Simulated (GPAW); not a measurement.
# Fe2 Ru4 Fe2 0001: parallel and opposed starts

Wanted: the moments of Fe2 Ru4 Fe2 0001 and the energy of each order that was tried.

Method: PBE; plane waves with GPAW's PAW setups, scalar-relativistic, in GPAW 26.7.0.

### 1. The structure

The cell holds 8 atoms: 4 Fe and 4 Ru. Cell: a = 2.706 Å, b = 2.706 Å, c = 26.161 Å, α = 90.0°, β = 90.0°, γ = 120.0°. ideal sites on the substrate's mesh, layer spacings from atomic volumes, unrelaxed, 12 A of vacuum. Vacuum lies along c.

### 2. Run 1 (ferro ++++)

The parallel start comes first: it fits the smallest cell, keeps the most symmetry and shows whether parallel moments form.

Input file order1.py:

```python
import json
import numpy as np
from ase import Atoms
from ase.parallel import paropen, parprint
from gpaw import GPAW

atoms = Atoms(['Fe', 'Fe', 'Ru', 'Ru', 'Ru', 'Ru', 'Fe', 'Fe'],
    cell=[[2.706, 0.0, 0.0],
         [-1.353, 2.343465, 0.0],
         [0.0, 0.0, 26.160876]],
    scaled_positions=[[0.0, 0.0, 0.22935],
         [0.333333, 0.666667, 0.300479],
         [0.0, 0.0, 0.377032],
         [0.333333, 0.666667, 0.459011],
         [0.0, 0.0, 0.540989],
         [0.333333, 0.666667, 0.622968],
         [0.0, 0.0, 0.699521],
         [0.333333, 0.666667, 0.77065]],
    pbc=True,
    magmoms=[2.6, 2.6, 0.0, 0.0, 0.0, 0.0, 2.6, 2.6])
atoms.calc = GPAW(mode={'name': 'pw', 'ecut': 450},
    xc='PBE',
    kpts={'size': (20, 20, 1), 'gamma': True},
    occupations={'name': 'fermi-dirac', 'width': 0.05},
    convergence={'density': 1e-05, 'energy': 1e-05},
    maxiter=200,
    mixer={'name': 'pulay', 'beta': 0.03, 'nmaxold': 8, 'weight': 100},
    symmetry={'tolerance': 1e-4},
    txt='order1.txt')
e = atoms.get_potential_energy(force_consistent=True)
res = {'free_energy': e, 'energy_sigma0': atoms.get_potential_energy(), 'fermi_energy': atoms.calc.get_fermi_level()}
res['moments'] = atoms.get_magnetic_moments().tolist()
res['total'] = atoms.get_magnetic_moment()
parprint('site moments (muB):', np.round(res['moments'], 3))
parprint(f"total moment: {res['total']:.3f} muB")
parprint(f'free energy: {e:.6f} eV')
atoms.calc.write('order1.gpw')
with paropen('results.json', 'w') as f:
    json.dump(res, f)
```

Run with:

```console
> OMP_NUM_THREADS=1 mpirun -n 4 gpaw python order1.py > order1.log
```

Numbers of over 12 decimals in the logs are rounded to 6 here.

Log:

```text
site moments (muB): [ 2.759  2.25  -0.093 -0.038 -0.038 -0.093  2.25   2.759]
total moment: 9.978 muB
free energy: -70.950090 eV

--- order1.txt ---
Input parameters:
  mode=PW(ecut=450),
  convergence={'density': 1e-05, 'energy': 1e-05},
  kpts=MonkhorstPack(size=(20, 20, 1), gamma=True),
  maxiter=200,
  mixer=Pulay(name='pulay', nmaxold=8, beta=0.03, weight=100, sigma=0.015, g_ss=None),
  occupations=Occupations(name='fermi-dirac', width=0.05),
  symmetry=Symmetry(tolerance=0.0001),
  xc=XC(name='PBE')

Diagonalizing LCAO Hamiltonian
Converting LCAO to pw mode

        Fe

       Fe
        Ru

       Ru
        Ru

       Ru
        Fe

       Fe

Atoms  # Å, Bohr magnetons
|   | symbol |         x |        y |         z |    initial magnetic moments |
|---|--------|-----------|----------|-----------|-----------------------------|
| 0 |     Fe |  0.000000 | 0.000000 |  5.999997 | ( 0.0000,  0.0000,  2.6000) |
| 1 |     Fe | -0.000001 | 1.562311 |  7.860794 | ( 0.0000,  0.0000,  2.6000) |
| 2 |     Ru |  0.000000 | 0.000000 |  9.863487 | ( 0.0000,  0.0000,  0.0000) |
| 3 |     Ru | -0.000001 | 1.562311 | 12.008130 | ( 0.0000,  0.0000,  0.0000) |
| 4 |     Ru |  0.000000 | 0.000000 | 14.152746 | ( 0.0000,  0.0000,  0.0000) |
| 5 |     Ru | -0.000001 | 1.562311 | 16.297389 | ( 0.0000,  0.0000,  0.0000) |
| 6 |     Fe |  0.000000 | 0.000000 | 18.300082 | ( 0.0000,  0.0000,  2.6000) |
| 7 |     Fe | -0.000001 | 1.562311 | 20.160879 | ( 0.0000,  0.0000,  2.6000) |

Unit cell  # Å
| periodic |         x |        y |         z |   lengths |     angles |
|----------|-----------|----------|-----------|-----------|------------|
|      yes |  2.706000 | 0.000000 |  0.000000 |  2.706000 |  90.000000 |
|      yes | -1.353000 | 2.343465 |  0.000000 |  2.706000 |  90.000000 |
|      yes |  0.000000 | 0.000000 | 26.160876 | 26.160876 | 119.999997 |

Number of symmetries: 6

BZ-sampling:
  Number of BZ points: 400
  Number of IBZ points: 44

  Monkhorst-Pack size: [20, 20, 1]
  Monkhorst-Pack shift: [0.025, 0.025, 0.0]

K-points  # in reciprocal-cell coordinates
|     |                                coordinates |     weight |
|-----|--------------------------------------------|------------|
|   0 | ( -0.00000000,  -0.00000000,   0.00000000) | 0.00250000 |
|   1 | (  0.05000000,  -0.00000000,   0.00000000) | 0.01500000 |
|   2 | (  0.10000000,  -0.05000000,   0.00000000) | 0.01500000 |
|   3 | (  0.10000000,  -0.00000000,   0.00000000) | 0.01500000 |
|   4 | (  0.15000000,  -0.05000000,   0.00000000) | 0.03000000 |
|   5 | (  0.15000000,  -0.00000000,   0.00000000) | 0.01500000 |
|   6 | (  0.20000000,  -0.10000000,   0.00000000) | 0.01500000 |
|   7 | (  0.20000000,  -0.05000000,   0.00000000) | 0.03000000 |
|   8 | (  0.20000000,  -0.00000000,   0.00000000) | 0.01500000 |
|   9 | (  0.25000000,  -0.10000000,   0.00000000) | 0.03000000 |
| ... |                                            |            |
|  43 | (  0.50000000,   0.50000000,   0.00000000) | 0.00750000 |

Plane wave coefficients: 3631
Cutoff: 450.000000 eV

Spin-components: 2 (collinear spins)
Bands:           68
Projectors:      48
Spin-degeneracy: 1
Datatype:        complex128

Parallelization:
  kpt:    4
  domain: 1
  band:   1

Density:
  Valence electrons: 96.0
  Components: 2
  Grid points: [ 14  14 128]
  Charge: 0.0  # |e|

Potential:
  Grid points: [ 14  14 128]

species:
  Fe:
    name:    Iron
    Z:       26.0
    valence: 8
    core:    18
    charge:  0.0  # [|e|]
    compensation charges:
      type: gauss
      rc: 0.33  # [Å]
      lmax: 2
    cutoffs:
      filter: 2.06  # [Å]
      core: 2.67  # [Å]
    projectors
    | kind |    occ | energy [eV] | rcut [Å] |
    |------|--------|-------------|----------|
    |   4s |  2.000 |      -5.291 |    1.164 |
    |   4p |  0.000 |      -1.326 |    1.058 |
    |   3d |  6.000 |      -7.505 |    1.058 |
    |    s |        |      21.920 |    1.164 |
    |    p |        |      25.885 |    1.058 |
    |    d |        |      19.706 |    1.058 |

    Using partial waves for Fe as LCAO basis

  Ru:
    name:    Ruthenium
    Z:       44.0
    valence: 16
    core:    28
    charge:  0.0  # [|e|]
    compensation charges:
      type: gauss
      rc: 0.39  # [Å]
      lmax: 2
    cutoffs:
      filter: 2.16  # [Å]
      core: 1.30  # [Å]
    projectors
    | kind |    occ | energy [eV] | rcut [Å] |
    |------|--------|-------------|----------|
    |   4s |  2.000 |     -76.316 |    1.281 |
    |   5s |  1.000 |      -4.236 |    1.281 |
    |   4p |  6.000 |     -46.423 |    1.286 |
    |   5p |  0.000 |      -0.913 |    1.286 |
    |   4d |  7.000 |      -5.203 |    1.254 |
    |    d |        |      22.008 |    1.254 |

    Using partial waves for Ru as LCAO basis

Reference energy: -631458.318331  # eV

eigensolver:
  PPCG
  Converge bands: occupied
  niter=2

density mixing:
  Pulay-Mixer
  Linear mixing parameters: 0.03
  Old densities: 8
  Fourier metric: weight=100, sigma=0.015

occupation numbers:
  Fermi-Dirac:
    width: 0.0500  # eV

poisson solver:
  ecut: 3600.000000  # eV

xc functional:
  name: PBE with 2 nearest neighbor stencil

convergence criteria:
- Maximum integral of absolute [dens]ity change: 1e-05 electrons / valence electron
- Maximum [total energy] change in last 3 cyles: 1e-05 eV / valence electron
- Maximum integral of absolute [eigenst]ate change: 4e-08 eV^2 / valence electron
maximum number of iterations: 200

SCF iterations
|iter     |      energy | eigst |  dens |  magmom |
|---------|-------------|-------|-------|---------|
|iter:   1|       0s |  -85.418433 | +0.30 |       | +10.4162|
|iter:   2|       9s | -124.553256 | -0.22 | -0.65 | +10.2606|
|iter:   3|      18s |  -74.536915 | -0.84 | -0.50 | +10.2082|
|iter:   4|      28s |  -73.783217 | -2.19 | -0.99 | +10.1681|
|iter:   5|      37s |  -73.865613 | -2.08 | -1.02 | +10.0860|
|iter:   6|      46s |  -72.465977 | -2.56 | -0.94 | +10.0563|
|iter:   7|      55s |  -71.478307 | -1.81 | -1.11 |  +9.9373|
|iter:   8|      64s |  -70.880504 | -1.74 | -1.24 |  +9.8193|
|iter:   9|      73s |  -70.811165 | -2.38 | -1.38 |  +9.7806|
|iter:  10|      82s |  -70.851028 | -2.21 | -1.43 |  +9.8087|
[... 42 iterations left out ...]
|iter:  53|     418s |  -70.906850c| -8.37c| -4.60 |  +9.9766|
|iter:  54|     422s |  -70.906857c| -7.64c| -4.62 |  +9.9771|
|iter:  55|     426s |  -70.906857c| -8.16c| -4.76 |  +9.9772|
|iter:  56|     431s |  -70.906862c| -7.67c| -4.78 |  +9.9776|
|iter:  57|     435s |  -70.906864c| -7.97c| -4.91 |  +9.9777|
|iter:  58|     439s |  -70.906865c| -8.39c| -4.94 |  +9.9778|
|iter:  59|     444s |  -70.906866c| -8.72c| -4.97 |  +9.9778|
|iter:  60|     448s |  -70.906867c| -8.77c| -4.96 |  +9.9779|
|iter:  61|     452s |  -70.906868c| -9.11c| -5.00 |  +9.9780|
|iter:  62|     456s |  -70.906869c| -9.46c| -5.08c|  +9.9781|

Converged in 62 steps
Energy contributions relative to reference atoms: (reference = -631458.318331)

Energy contributions:
  Kinetic:          28.069106
  Coulomb:         -36.389723
  Zero:             -0.206214
  External:          0.000000
  Xc:              -62.336815
  Entropy:          -0.086444
  Spinorbit:         0.000000
  ----------------------------
  Free energy:     -70.950090
  Extrapolated:    -70.906869

dipole moment: (-26.724569, -21.694183, -0.000528)  # |e|*Ang

Total magnetic moment: (0.000000, 0.000000, 9.978074)

Local magnetic moments
|        x |        y |         z |
|----------|----------|-----------|
| 0.000000 | 0.000000 |  2.758587 |  # Fe   0
| 0.000000 | 0.000000 |  2.249626 |  # Fe   1
| 0.000000 | 0.000000 | -0.093242 |  # Ru   2
| 0.000000 | 0.000000 | -0.037569 |  # Ru   3
| 0.000000 | 0.000000 | -0.037559 |  # Ru   4
| 0.000000 | 0.000000 | -0.093244 |  # Ru   5
| 0.000000 | 0.000000 |  2.249585 |  # Fe   6
| 0.000000 | 0.000000 |  2.758588 |  # Fe   7

Fermi level: 5.645
Eigenvalues  # (at kpt = [-0.000, -0.000, 0.000])
| band index |      eig [eV] | occ [0-1] |      eig [eV] | occ [0-1] |
|------------|---------------|-----------|---------------|-----------|
|          0 |       -67.423 |     1.000 |       -67.456 |     1.000 |
|        ... |               |           |               |           |
|         44 |         3.636 |     1.000 |         5.455 |     0.978 |
|         45 |         3.881 |     1.000 |         5.455 |     0.978 |
|         46 |         3.881 |     1.000 |         5.619 |     0.626 |
|         47 |         3.923 |     1.000 |         5.830 |     0.024 |
|         48 |         3.969 |     1.000 |         5.830 |     0.024 |
|         49 |         3.969 |     1.000 |         5.893 |     0.007 |
|         50 |         4.642 |     1.000 |         6.045 |     0.000 |
|         51 |         4.642 |     1.000 |         6.260 |     0.000 |
|         52 |         4.860 |     1.000 |         6.261 |     0.000 |
|         53 |         4.860 |     1.000 |         6.496 |     0.000 |
|         54 |         5.065 |     1.000 |         6.638 |     0.000 |
|         55 |         5.221 |     1.000 |         6.639 |     0.000 |
|         56 |         5.221 |     1.000 |         6.929 |     0.000 |
|         57 |         5.932 |     0.003 |         7.077 |     0.000 |
|         58 |         5.932 |     0.003 |         7.077 |     0.000 |
|         59 |         6.151 |     0.000 |         7.078 |     0.000 |
|        ... |               |           |               |           |
|         67 |        12.146 |     0.000 |        12.435 |     0.000 |

No gap
No difference between direct/indirect transitions
```

Run time: 7.9 min. Hardware: 4 MPI ranks of Arm Neoverse V1, shared host; peak memory 1.2 GiB; 32 min of CPU time.

Spin moment in the augmentation sphere by atom:

```
atom  spin moment in the augmentation sphere (μB)
 Fe1                                         2.76
 Fe2                                         2.25
 Ru3                                        -0.09
 Ru4                                        -0.04
 Ru5                                        -0.04
 Ru6                                        -0.09
 Fe7                                         2.25
 Fe8                                         2.76
```

Read from the output:

* magnetization: 9.978 μB
* final state: ferromagnetic

After 62 cycles the largest moment stands at 2.76 μB.

[end of part 1 of 2]

[Logs and program files are shortened in this print: banners, set-up blocks, solver, clock and traceback lines can be left out without a mark of their own.]

[Logs are printed without paths, hosts, clocks, repeated set-up lines and the standing remarks that a program may print on its own settings, such as how far it seeks lower states.]

[Hosts, paths, dates, database ids (printed as entryN), source tags and the programs' standing remarks are cut or masked in the printed files.]

[Where a cell is said to come from a database of computed structures, the database is the Materials Project.]
